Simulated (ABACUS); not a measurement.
SiC (Moissanite 3C), 2 atoms in the cell. The structure is cubic, space group F-43m (No. 216). The conventional cell has a = 4.358 Å, b = 4.358 Å, c = 4.358 Å, α = 90.00°, β = 90.00°, γ = 90.00°. Si (site symmetry -43m) is surrounded by 4 C at 1.89 Å. C (site symmetry -43m) has 4 Si at 1.89 Å as nearest neighbours. 

```yaml
Program: ABACUS 3.10.1
Task: single point
Functional: SOGGA
Potentials_or_basis: PseudoDojo NC SR 0.4 PBEsol stringent
Cutoff: 1116 eV
Density_cutoff: 4463 eV
Basis: plane waves
k_mesh: 8 × 8 × 8
Occupations: fermi-dirac, width 0.05 eV
Spin: no spin polarisation
Radial_cutoff_of_the_potentials_pseudo_rcut: 10 bohr
SCF_threshold_on_the_density: 1e-08
Max_SCF_steps: 100
Eigensolver: dav
Mixing: broyden
Mixing_share: 0.7
Symmetry_key: 1
Bands: 14
```

Potentials or basis: PseudoDojo NC SR 0.4 PBEsol stringent, plane waves.

Launch:

```sh
$ OMP_NUM_THREADS=1 python run_abacus.py > log
```

Hardware: 4 MPI ranks on AMD EPYC 7R13 Processor (Zen 3), with other jobs on the host.

**Question.** Estimate the wall time of this run.

**Answer.** Wall time 4.9 s on 4 MPI ranks on AMD EPYC 7R13 Processor (Zen 3) (shared host), peak memory 0.36 GiB a rank. Counts: scf iterations 6, k points 29, bands 14, ranks 4.
